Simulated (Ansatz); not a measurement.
# Mechanical response of Li2Se (Fm-3m)

```yaml
crystal:
  lattice:
    - [0.00000, 2.97238, 2.97238]
    - [2.97238, 0.00000, 2.97238]
    - [2.97238, 2.97238, 0.00000]
  atoms:
    - { symbol: Li, position: [0.25000, 0.25000, 0.25000] }
    - { symbol: Li, position: [0.75000, 0.75000, 0.75000] }
    - { symbol: Se, position: [0.00000, 0.00000, 0.00000] }
```

The conventional cell has a = 5.945 Å, b = 5.945 Å, c = 5.945 Å, α = 90.00°, β = 90.00°, γ = 90.00°. Around Li (atom 1) lie 4 Se at 2.57 Å. Around Se (atom 3) lie 8 Li at 2.57 Å.

Computed, not measured; unless marked otherwise by PBEsol, all-electron LAPW in Ansatz 0.2.0, scalar-relativistic. k mesh 6×6×6, strains of ±0.005, fixed occupations, basis error target 0.5 meV/atom. The cell was relaxed by PAW under this functional.

The cell is cubic and carries a residual pressure of 0.00 GPa at this level. Each strain component that symmetry leaves independent is applied at ±0.005, the ions relax wherever a strain frees them, and the stress (tension positive, GPa) is read. Shears are engineering strains, γ = 2ε.

```csv
strain,size,σxx,σyy,σzz,σyz,σxz,σxy
xx,-0.005,-0.3405,-0.0900,-0.0900,0.0000,0.0000,0.0000
xx,+0.005,0.3440,0.0946,0.0946,0.0000,0.0000,0.0000
yz,-0.005,0.0034,0.0035,0.0035,-0.1424,0.0000,0.0000
yz,+0.005,0.0034,0.0035,0.0035,0.1424,0.0000,0.0000
```

A central difference gives one constant, for example C11 ≈ (0.3440 − (-0.3405))/(0.01) = 68.5 GPa; the program then imposes the crystal's symmetry on the whole matrix.

Problem. What are the independent elastic constants?

Solution. C11 = 68.5, C12 = 18.5, C44 = 28.5 GPa.

Problem. Do they meet the Born conditions?

Solution. C11 − C12 = 50.0, C11 + 2C12 = 105.4 and C44 = 28.5 GPa must all be positive, so the crystal is elastically stable; that says nothing yet of its phonons.

Problem. What moduli does a random aggregate of grains have?

Solution. B = (C11 + 2C12)/3 = 35.1 GPa. G_V = (C11 − C12 + 3C44)/5 = 27.1 and G_R = 5(C11 − C12)C44/(4C44 + 3(C11 − C12)) = 27.0, so G_H = 27.0 GPa. Then E = 9BG/(3B + G) = 64.5 GPa, ν = (3B − 2G)/(6B + 2G) = 0.194 and B/G = 1.30, on the brittle side of Pugh's 1.75 (a rule of thumb, made for metals; it doesn't predict ductility here).

Problem. With the density of 2.936 g/cm³, how fast does sound travel, and what Debye temperature follows?

Solution. 

```tsv
direction	slow (m/s)	middle (m/s)	fast (m/s)
[100]	3115	3115	4829
[110]	2918	3115	4950
[111]	2985	2985	4990
```

The mean of v⁻³ over directions and branches gives v_m = 3347 m/s and θ_D = (ħ/k_B) v_m (6π²n)^(1/3) = 384 K, n being atoms per volume. Young's modulus spans 61 to 67 GPa over directions, and the universal anisotropy index is 0.02.

Problem. How far do the constants move if PAW replaces LAPW in the same cell?

Solution. 

| constant | LAPW (GPa) | PAW (GPa) | difference |
| --- | --- | --- | --- |
| C11 | 68.5 | 68.4 | -0.1 |
| C12 | 18.5 | 18.5 | 0.0 |
| C44 | 28.5 | 28.5 | 0.0 |

Limits of these numbers: the frozen-core PAW files of the compared runs were fitted under PBE, their cores solved anew for this functional.
